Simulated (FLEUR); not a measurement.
# Al (Fm-3m) in FLEUR: further runs

The runs below take Al through band structure, equation of state, with LDA.

Everything below comes from runs of FLEUR MaX-R8.1 (later development tree). Logs are shortened: lines on timing, memory, paths and dates and some standing lists are left out, and cuts for length are marked.

**Measured values to compare with.**

From “The interpretation of polycrystalline coherent inelastic neutron scattering from aluminium”, 2013, pmc:3831299, for a bulk crystal of Al: bulk modulus 76.9 GPa.

The runs below are set against these values where they give the same quantity.

**1. The structure**

It takes space group Fm-3m (No. 225, cubic). The conventional cell has a = 4.050 Å, b = 4.050 Å, c = 4.050 Å, α = 90.00°, β = 90.00°, γ = 90.00°. Around Al (site symmetry m-3m) lie 12 Al at 2.86 Å.

**2. Band structure, LDA**

File inp.xml:

```xml
<?xml version="1.0" encoding="UTF-8" standalone="no"?>
<fleurInput fleurInputVersion="0.39">
   <comment>
      Al                                                                                                  
   </comment>
   <calculationSetup>
      <cutoffs Kmax="4.1" Gmax="12.7" GmaxXC="12.7" numbands="0"/>
      <scfLoop itmax="60" minDistance="0.00001" maxIterBroyd="15" imix="Anderson" alpha="0.05" precondParam="0.0" spinf="2.0" sdNocoIR="T"/>
      <coreElectrons ctail="T" frcor="F" kcrel="0" coretail_lmax="0"/>
      <xcFunctional name="vwn" relativisticCorrections="F"/>
      <magnetism jspins="1"/>
      <soc l_soc="F" theta="0.0" phi="0.0" spav="F"/>
      <expertModes spex="0" secvar="F"/>
      <geometryOptimization l_f="F" forcealpha="1.0" forcemix="BFGS" epsdisp="0.00001" epsforce="0.00001"/>
      <ldaU l_linMix="F" mixParam="0.05" spinf="1.0"/>
   </calculationSetup>
   <cell>
      <bzIntegration valenceElectrons="11.0" mode="hist" fermiSmearingEnergy="0.00183747">
         <kPointListSelection listName="default-1"/>
         <!-- k-points included here -->
         <xi:include xmlns:xi="http://www.w3.org/2001/XInclude" href="kpts.xml"> </xi:include>
      </bzIntegration>
      <!-- symmetry operations included here -->
      <xi:include xmlns:xi="http://www.w3.org/2001/XInclude" href="sym.xml"> </xi:include>
      <bulkLattice scale="1.0">
         <bravaisMatrix>
            <row-1>    0.0000000000000000     3.8263269057207032     3.8263269057207032</row-1>
            <row-2>    3.8263269057207032     0.0000000000000000     3.8263269057207032</row-2>
            <row-3>    3.8263269057207032     3.8263269057207032     0.0000000000000000</row-3>
         </bravaisMatrix>
      </bulkLattice>
   </cell>
   <atomSpecies>
      <species name="Aluminum (Al)" element="Al" atomicNumber="13">
         <mtSphere radius="2.51" gridPoints="829" logIncrement="0.014"/>
         <atomicCutoffs lmax="10" lnonsphr="8"/>
         <electronConfig flipSpins="F">
            <coreConfig>(1s1/2)</coreConfig>
            <valenceConfig>(2s1/2) (2p1/2) (2p3/2) (3s1/2) (3p1/2) (3p3/2)</valenceConfig>
            <stateOccupation state="(3p1/2)" spinUp="0.166667" spinDown="0.166667"/>
            <stateOccupation state="(3p3/2)" spinUp="0.333333" spinDown="0.333333"/>
         </electronConfig>
         <energyParameters s="3" p="3" d="3" f="4"/>
         <lo type="SCLO" l="0" n="2" eDeriv="0"/>
         <lo type="SCLO" l="1" n="2" eDeriv="0"/>
         <lo type="SCLO" l="2" n="3" eDeriv="2"/>
         <lo type="SCLO" l="3" n="4" eDeriv="2"/>
      </species>
   </atomSpecies>
   <atomGroups>
      <atomGroup species="Aluminum (Al)">
         <relPos label="                   1">.0000000000 .0000000000 .0000000000</relPos>
         <force calculate="T" relaxXYZ="TTT"/>
      </atomGroup>
   </atomGroups>
   <output dos="F" band="F" slice="F">
      <checks vchk="F" cdinf="F"/>
      <bandDOS minEnergy="-.5*Htr" maxEnergy="0.5*Htr" sigma="0.015" storeEVData="T"/>
      <vacuumDOS vacdos="F" integ="F" star="F" nstars="0" locx1="0.0" locy1="0.0" locx2="0.0" locy2="0.0" nstm="0" tworkf="0.0"/>
      <unfoldingBand unfoldBand="F" supercellX="1" supercellY="1" supercellZ="1"/>
      <plotting iplot="0" polar="F">
         <plot TwoD="T" vec1="  1.0  0.0  0.0" vec2="  0.0  1.0  0.0" vec3="  0.0  0.0  1.0" zero="  0.0  0.0  0.0" file="plot"/>
      </plotting>
      <chargeDensitySlicing numkpt="0" minEigenval="0.0" maxEigenval="0.0" nnne="0" pallst="F"/>
      <specialOutput eonly="F"/>
      <moessbauerParams electricFieldGradient="T" isomerShift="T" coreHyperfine="T" valenceHyperfine="T"/>
      <magneticCircularDichroism mcd="F" energyLo="-10.0" energyUp="0.0"/>
   </output>
  <!-- We include the file relax.xml here to enable relaxations (see documentation) -->
  <xi:include xmlns:xi="http://www.w3.org/2001/XInclude" href="relax.xml"> <xi:fallback/> </xi:include>
</fleurInput>
```

File crystal.txt:

```
Al
&input cartesian=F /
0.0000000000  2.0248050000  2.0248050000
2.0248050000  0.0000000000  2.0248050000
2.0248050000  2.0248050000  0.0000000000
1.8897261246
1.0 1.0 1.0

1
13 0.0000000000  0.0000000000  0.0000000000

&kpt div1=11 div2=11 div3=11 gamma=T /
```

File inp.xml (bands):

```
<?xml version="1.0" encoding="UTF-8" standalone="no"?>
<fleurInput fleurInputVersion="0.39">
   <comment>
      Al                                                                                                  
   </comment>
   <calculationSetup>
      <cutoffs Kmax="4.1" Gmax="12.7" GmaxXC="12.7" numbands="0"/>
      <scfLoop itmax="60" minDistance="0.00001" maxIterBroyd="15" imix="Anderson" alpha="0.05" precondParam="0.0" spinf="2.0" sdNocoIR="T"/>
      <coreElectrons ctail="T" frcor="F" kcrel="0" coretail_lmax="0"/>
      <xcFunctional name="vwn" relativisticCorrections="F"/>
      <magnetism jspins="1"/>
      <soc l_soc="F" theta="0.0" phi="0.0" spav="F"/>
      <expertModes spex="0" secvar="F"/>
      <geometryOptimization l_f="F" forcealpha="1.0" forcemix="BFGS" epsdisp="0.00001" epsforce="0.00001"/>
      <ldaU l_linMix="F" mixParam="0.05" spinf="1.0"/>
   </calculationSetup>
   <cell>
      <bzIntegration valenceElectrons="11.0" mode="hist" fermiSmearingEnergy="0.00183747">
         <kPointListSelection listName="path-1"/>
         <!-- k-points included here -->
         <xi:include xmlns:xi="http://www.w3.org/2001/XInclude" href="kpts.xml"> </xi:include>
      </bzIntegration>
      <!-- symmetry operations included here -->
      <xi:include xmlns:xi="http://www.w3.org/2001/XInclude" href="sym.xml"> </xi:include>
      <bulkLattice scale="1.0">
         <bravaisMatrix>
            <row-1>    0.0000000000000000     3.8263269057207032     3.8263269057207032</row-1>
            <row-2>    3.8263269057207032     0.0000000000000000     3.8263269057207032</row-2>
            <row-3>    3.8263269057207032     3.8263269057207032     0.0000000000000000</row-3>
         </bravaisMatrix>
      </bulkLattice>
   </cell>
   <atomSpecies>
      <species name="Aluminum (Al)" element="Al" atomicNumber="13">
         <mtSphere radius="2.51" gridPoints="829" logIncrement="0.014"/>
         <atomicCutoffs lmax="10" lnonsphr="8"/>
         <electronConfig flipSpins="F">
            <coreConfig>(1s1/2)</coreConfig>
            <valenceConfig>(2s1/2) (2p1/2) (2p3/2) (3s1/2) (3p1/2) (3p3/2)</valenceConfig>
            <stateOccupation state="(3p1/2)" spinUp="0.166667" spinDown="0.166667"/>
            <stateOccupation state="(3p3/2)" spinUp="0.333333" spinDown="0.333333"/>
         </electronConfig>
         <energyParameters s="3" p="3" d="3" f="4"/>
         <lo type="SCLO" l="0" n="2" eDeriv="0"/>
         <lo type="SCLO" l="1" n="2" eDeriv="0"/>
         <lo type="SCLO" l="2" n="3" eDeriv="2"/>
         <lo type="SCLO" l="3" n="4" eDeriv="2"/>
      </species>
   </atomSpecies>
   <atomGroups>
      <atomGroup species="Aluminum (Al)">
         <relPos label="                   1">.0000000000 .0000000000 .0000000000</relPos>
         <force calculate="T" relaxXYZ="TTT"/>
      </atomGroup>
   </atomGroups>
   <output dos="F" band="T" slice="F">
      <checks vchk="F" cdinf="F"/>
      <bandDOS minEnergy="-.5*Htr" maxEnergy="0.5*Htr" sigma="0.015" storeEVData="T"/>
      <vacuumDOS vacdos="F" integ="F" star="F" nstars="0" locx1="0.0" locy1="0.0" locx2="0.0" locy2="0.0" nstm="0" tworkf="0.0"/>
      <unfoldingBand unfoldBand="F" supercellX="1" supercellY="1" supercellZ="1"/>
      <plotting iplot="0" polar="F">
         <plot TwoD="T" vec1="  1.0  0.0  0.0" vec2="  0.0  1.0  0.0" vec3="  0.0  0.0  1.0" zero="  0.0  0.0  0.0" file="plot"/>
      </plotting>
      <chargeDensitySlicing numkpt="0" minEigenval="0.0" maxEigenval="0.0" nnne="0" pallst="F"/>
      <specialOutput eonly="F"/>
      <moessbauerParams electricFieldGradient="T" isomerShift="T" coreHyperfine="T" valenceHyperfine="T"/>
      <magneticCircularDichroism mcd="F" energyLo="-10.0" energyUp="0.0"/>
   </output>
  <!-- We include the file relax.xml here to enable relaxations (see documentation) -->
  <xi:include xmlns:xi="http://www.w3.org/2001/XInclude" href="relax.xml"> <xi:fallback/> </xi:include>
</fleurInput>
```

Potentials or basis: all-electron, FLAPW.

Run with:

```sh
$ inpgen -f crystal.txt -profile fastHighL
$ # inp.xml edited to the form shown
$ fleur_MPI
$ fleur_MPI   # second run, on inp.xml (bands)
```

Standard output:

```text
Welcome to FLEUR        (www.flapw.de)
      MaX-Release 8.1          (www.max-centre.eu)

 ========== k-point set info ==========
 Selected k-point list: default-1
 k-point list type: mesh
 11 x 11 x 11
 Number of k points: 56

 ------------Calculation Setup---------------------------
 Number of MPI-tasks      :            1
 Number of PE/node        :            1
 Number of OMP-threads    :            1
 Most efficient MPI parallelization for:
           1           2           4           7           8          14          28          56
 Additional eigenvalue parallelization possible
 Number of basis functions:          166
 Approximate size of matrices (H+S) per k-point:         0.000 GB
 --------------------------------------------------------
 Iteration:     1   Distance:       3.89029077 me/bohr^3
 Iteration:     2   Distance:       3.67020715 me/bohr^3
 Iteration:     3   Distance:       1.13680836 me/bohr^3
 Iteration:     4   Distance:       0.09717216 me/bohr^3
 Iteration:     5   Distance:       0.08370441 me/bohr^3
 Iteration:     6   Distance:       0.00378807 me/bohr^3
 Iteration:     7   Distance:       0.00632796 me/bohr^3
 Iteration:     8   Distance:       0.00019079 me/bohr^3
 Iteration:     9   Distance:       0.00005095 me/bohr^3
 Iteration:    10   Distance:       0.00000512 me/bohr^3

 ********************************************************************
 Run finished successfully
 Stop message:
   all done
 ********************************************************************
```

output (bands):

```text
Welcome to FLEUR        (www.flapw.de)
      MaX-Release 8.1          (www.max-centre.eu)

 ========== k-point set info ==========
 Selected k-point list: path-1
 k-point list type: path
 Number of k points: 60

 ------------Calculation Setup---------------------------
 Number of MPI-tasks      :            1
 Number of PE/node        :            1
 Number of OMP-threads    :            1
 Most efficient MPI parallelization for:
           1           2           3           4           5           6          10          12          15          20          30          60
 Additional eigenvalue parallelization possible
 Number of basis functions:          166
 Approximate size of matrices (H+S) per k-point:         0.000 GB
 --------------------------------------------------------
 Fermi energy correction for metals:
 Fermi energy in bands.* files may not be consistent with last density.
 Please correct it manually (e.g. in band.gnu file).

 Note: Band structure data (together with different weights) is also stored in the banddos.hdf file.
       A convenient way of extracting and plotting the data from that file is by making use of the

 ********************************************************************
 Run finished successfully
 Stop message:
   Charge density postprocessing done.
 ********************************************************************
```

out.xml (last iteration):

```text
<iteration numberForCurrentRun="   10" overallNumber="   10">
         <energyParameters units="Htr">
            <atomicEP atomType="1" spin="1" branch="3s" branchLowest="-3.50" branchHighest="0.89" value="0.0680448184"/>
            <atomicEP atomType="1" spin="1" branch="3p" branchLowest="-2.11" branchHighest="1.29" value="0.2314608545"/>
            <atomicEP atomType="1" spin="1" branch="3d" branchLowest="-9.99" branchHighest="1.66" value="0.4147816836"/>
            <atomicEP atomType="1" spin="1" branch="4f" branchLowest="-9.99" branchHighest="3.21" value="0.5844924937"/>
            <loAtomicEP atomType="1" spin="1" branch="2s" branchLowest="-54.82" branchHighest="-3.50" value="-3.4990309175"/>
            <loAtomicEP atomType="1" spin="1" branch="2p" branchLowest="-9.99" branchHighest="-2.11" value="-2.1101034464"/>
            <loAtomicEP atomType="1" spin="1" branch="3d" branchLowest="-9.99" branchHighest="1.66" value="0.4147812041"/>
            <loAtomicEP atomType="1" spin="1" branch="4f" branchLowest="-9.99" branchHighest="3.21" value="0.5844949495"/>
         </energyParameters>
         <eigenvalues>
            <eigenvaluesAt spin="1" ikpt="1" k_x="0.00000000" k_y="0.00000000" k_z="0.00000000">
                      -3.4991342697       -2.1097088442       -2.1097088442       -2.1097088442       -0.1339027886
                       0.7331126785        0.7331126785        0.7331126785        0.7821501478
            </eigenvaluesAt>
            <eigenvaluesAt spin="1" ikpt="2" k_x="0.00000000" k_y="0.00000000" k_z="0.09090909">
                      -3.4991259636       -2.1097740116       -2.1097190882       -2.1097190882       -0.1256962099
                       0.6259632517        0.7083637775        0.7083637775        0.8108699226
            </eigenvaluesAt>
            <eigenvaluesAt spin="1" ikpt="3" k_x="0.00000000" k_y="0.00000000" k_z="0.18181818">
                      -3.4991038299       -2.1099486756       -2.1097465428       -2.1097465428       -0.1011616596
                       0.4928119124        0.6811361429        0.6811361429        0.8044225514
            </eigenvaluesAt>
            <eigenvaluesAt spin="1" ikpt="4" k_x="0.00000000" k_y="0.00000000" k_z="0.27272727">
                      -3.4990749828       -2.1101770955       -2.1097825199       -2.1097825199       -0.0605419660
                       0.3675570861        0.6660173187        0.6660173187        0.7939822606
            </eigenvaluesAt>
         </eigenvalues>
         <bandgap value="0.2213635467" units="eV"/>
         <sumValenceSingleParticleEnergies value="-19.3253143805" units="Htr"/>
         <FermiEnergy value="0.2730448185" units="Htr"/>
         <valenceDensity>
            <mtCharges spin="1">
               <mtCharge atomType="1" total="9.8469406" s="2.8349361" p="6.8304171" d="0.1691062" f="0.0115373"/>
            </mtCharges>
            <spinDependentCharge spin="1" total="11.0000000" interstitial="1.1530594" mtSpheres="9.8469406"/>
            <totalCharge value="11.0000000000"/>
         </valenceDensity>
         <coreStates atomType="     1" atomicNumber=" 13" spin="1" kinEnergy="    158.1867335730" eigValSum="   -109.6481888419" lostElectrons=" 0.000000">
            <state n="1" l="0" j="0.5" energy="-54.8240944209" weight="1.0000000000"/>
         </coreStates>
         <allElectronCharges>
            <spinDependentCharge spin="1" total="13.0000000" interstitial="1.1530594" mtSpheres="11.8469406"/>
            <totalCharge value="13.0000000001"/>
         </allElectronCharges>
         <moessbauerParams unitsHFF="kG" unitsIS="e/bohr^3" unitsEFG="Htr/bohr^2">
            <coreIsomerShift atomType="1" isTotal="1388.83646">
               <shell n="1" l="0" isomerShift="1388.83646"/>
            </coreIsomerShift>
            <isomerShift atomType="1" nucleusRadius="0.0000708" averageDensity="1487.47831"/>
            <electricFieldGradient atomType="1" VXX="0.00000" VYY="0.00000" VZZ="0.00000" asymParam="0.00000">
            </electricFieldGradient>
         </moessbauerParams>
         <totalEnergy                                    value="     -241.9241069411" units="Htr">
            <sumOfEigenvalues                            value="     -128.9735032224">
               <coreElectrons value="-109.6481888419"/>
               <valenceElectrons value="-19.3253143805"/>
            </sumOfEigenvalues>
            <densityCoulombPotentialIntegral value="-347.6896140323"/>
            <densityEffectivePotentialIntegral value="-371.0665045595"/>
            <chargeDenXCDenIntegral value="-17.6999104722"/>
            <FockExchangeEnergyValence value="0.0000000000"/>
            <FockExchangeEnergyCore value="0.0000000000"/>
            <atomTypeDependentContributions atomType="1">
               <electronNucleiInteractionDifferentMTs value="287.8927337221"/>
               <MadelungTerm value="-4.5796570678"/>
            </atomTypeDependentContributions>
            <tkbTimesEntropy value="0.0001474409"/>
            <freeEnergy value="-241.9242543820"/>
            <extrapolationTo0K value="-241.9241806615"/>
         </totalEnergy>
         <densityConvergence units="me/bohr^3">
            <chargeDensity spin="1" distance="0.0000051205"/>
         </densityConvergence>
      </iteration>
```

Run time: 5.8 s. Hardware: 1 thread of Arm Neoverse V2, shared host; peak memory 0.04 GiB.

What came out:

| Property | Result |
| --- | --- |
| Free energy | -6583.0943 eV |
| Band gap along the path | none (metal or under the smearing width) |
| Valence electrons inside the program's atomic spheres | Al 9.85 (radii Al 2.51 bohr) |

Levels at the corners of the path, in eV from the Fermi level:
```tsv
point	band 5	band 6	band 7	band 8	band 9
Γ	-11.07	12.52	12.52	12.52	13.85
X	-2.89	-1.63	5.29	5.49	5.49
W	-0.83	-0.83	0.21	0.94	15.69
K	-1.86	-1.34	-0.47	6.45	8.14
Γ	-11.07	12.52	12.52	12.52	13.85
L	-4.53	-4.41	11.18	11.18	11.39
U	-1.86	-1.34	-0.47	6.45	8.14
W	-0.83	-0.83	0.21	0.94	15.69
L	-4.53	-4.41	11.18	11.18	11.39
K	-1.86	-1.34	-0.47	6.45	8.14
U	-1.86	-1.34	-0.47	6.45	8.14
X	-2.89	-1.63	5.29	5.49	5.49
```

Core levels (eV from the Fermi level):
```
atom         levels
1 Al  1s1/2 -1499.3
```

**3. Equation of state, LDA, 15.61 Å³/atom (volume scaled by 0.94)**

Edit inp.xml of step 2 so:

```diff
@@ -24,3 +24,3 @@
       <xi:include xmlns:xi="http://www.w3.org/2001/XInclude" href="sym.xml"> </xi:include>
-      <bulkLattice scale="1.0">
+      <bulkLattice scale="0.9795861087">
          <bravaisMatrix>
@@ -34,3 +34,3 @@
       <species name="Aluminum (Al)" element="Al" atomicNumber="13">
-         <mtSphere radius="2.51" gridPoints="829" logIncrement="0.014"/>
+         <mtSphere radius="2.45" gridPoints="829" logIncrement="0.014"/>
          <atomicCutoffs lmax="10" lnonsphr="8"/>
```

Potentials or basis: all-electron, FLAPW.

Run with:

```sh
$ inpgen -f crystal.txt -profile fastHighL
$ # inp.xml edited to the form shown
$ fleur_MPI
```

Wall time 4.5 s (1 thread of Arm Neoverse V2, shared host); peak memory 0.08 GiB.

Results (log left out):

* Free energy: -6583.1032 eV
* Band gap on the k mesh: none (metal or under the smearing width)
* Valence electrons inside the program's atomic spheres: Al 9.80 (radii Al 2.45 bohr)

**4. Equation of state, LDA, 15.94 Å³/atom (volume scaled by 0.96)**

Edit inp.xml of step 3 so:

```diff
@@ -24,3 +24,3 @@
       <xi:include xmlns:xi="http://www.w3.org/2001/XInclude" href="sym.xml"> </xi:include>
-      <bulkLattice scale="0.9795861087">
+      <bulkLattice scale="0.9864848297">
          <bravaisMatrix>
```

Run with:

```sh
$ inpgen -f crystal.txt -profile fastHighL
$ # inp.xml edited to the form shown
$ fleur_MPI
```

It took 4.7 s on 1 thread of Arm Neoverse V2, shared host; peak memory 0.08 GiB.

Results (log left out):

* Free energy: -6583.1037 eV
* Band gap on the k mesh: none (metal or under the smearing width)
* Valence electrons inside the program's atomic spheres: Al 9.77 (radii Al 2.45 bohr)

(Continued in part 2 of 2.)
